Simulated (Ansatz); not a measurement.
Here is an Ansatz input file for CdS, space group P3m1. Write the same calculation for the Python package.

```yaml
crystal:
  lattice:
    a: 4.26117
    b: 4.26117
    c: 5.804173
    alpha: 90.0
    beta: 90.0
    gamma: 120.0
  atoms:
    - { symbol: Cd, position: [0.0, 0.0, 0.44269] }
    - { symbol: S, position: [0.6666666666666666, 0.3333333333333333, 0.43431] }
kpoints:
  mp_grid:
    grid: [6, 6, 4]
hamiltonian:
  xc: pbesol
scf:
  occupations:
    method: fixed
dielectric: {}
```

Run as a notebook:

**Cell 1**
```python
from dataclasses import dataclass

import ansatz as az
import numpy as np
```

**Cell 2**
```python
@dataclass
class Options:
    mesh: tuple[int, ...] = (6, 6, 4)
    xc: str = "pbesol"
    filling: str = "fixed"
```

**Cell 3**
```python
settings = Options()
```

**Cell 4**
```python
system = (
    az.Lattice.from_parameters(4.26117, 4.26117, 5.804173, alpha=90.0, beta=90.0, gamma=120.0)
    .atom("Cd", [0.0, 0.0, 0.44269])
    .atom("S", [2 / 3, 1 / 3, 0.43431])
)
```

**Cell 5**
```python
len(system.resolved().sites)
```
Output:
```text
2
```

**Cell 6**
```python
# an insulator: whole occupations
calculation = system.calculation()
calculation = calculation.kpoints(*settings.mesh)
calculation = calculation.functional(settings.xc)
calculation = calculation.occupations(settings.filling)
calculation = calculation.dielectric()
result = calculation.run(threads=1, pin="off")
response = result.dielectric
eps = np.asarray(response.eps_inf)
```
Output:
```text
DeckWarning: basis.ecutwfc = 420 eV, auto-derived from the records' recommended cutoffs: set by Cd (normal level)
```

**Cell 7**
```python
print("eps_inf")
print(np.round(eps, 3) + 0.0)
for index, (site, z) in enumerate(zip(result.lattice.sites, response.zstar_e)):
    print("Born charge tensor of", site.symbol, index)
    print(np.round(z, 3) + 0.0)
print(f"charge neutrality missed by {response.zstar_sum_residual_pre_e:.4f} e before the sum rule")
```
Output:
```text
eps_inf
[[5.16  0.    0.   ]
 [0.    5.16  0.   ]
 [0.    0.    1.851]]
Born charge tensor of Cd 0
[[2.684 0.    0.   ]
 [0.    2.684 0.   ]
 [0.    0.    0.453]]
Born charge tensor of S 1
[[-2.684  0.     0.   ]
 [ 0.    -2.684  0.   ]
 [ 0.     0.    -0.453]]
charge neutrality missed by 0.0011 e before the sum rule
```

Caveats:
- The Fermi level of a run with fixed occupations marks the highest occupied state on its mesh, not mid-gap.
- Averages over directions belong to no single polarisation, least of all in layered crystals.
- The structure comes from a database of computed cells and needn't be a stable or known phase.
- Warnings are shown shortened and without file and line.
- This is the electronic (clamped-ion) response; a semilocal gap that is too small tends to raise it. The typed mesh is that of the SCF; the response is solved on denser meshes that the run picks.
- Timing: 2.5 min on 1 thread of Intel(R) Xeon(R) Processor @ 2.30GHz, with other jobs on the host, peak memory 1.9 GiB.

(Lines on the test bed's own set-up are left out of the output.)
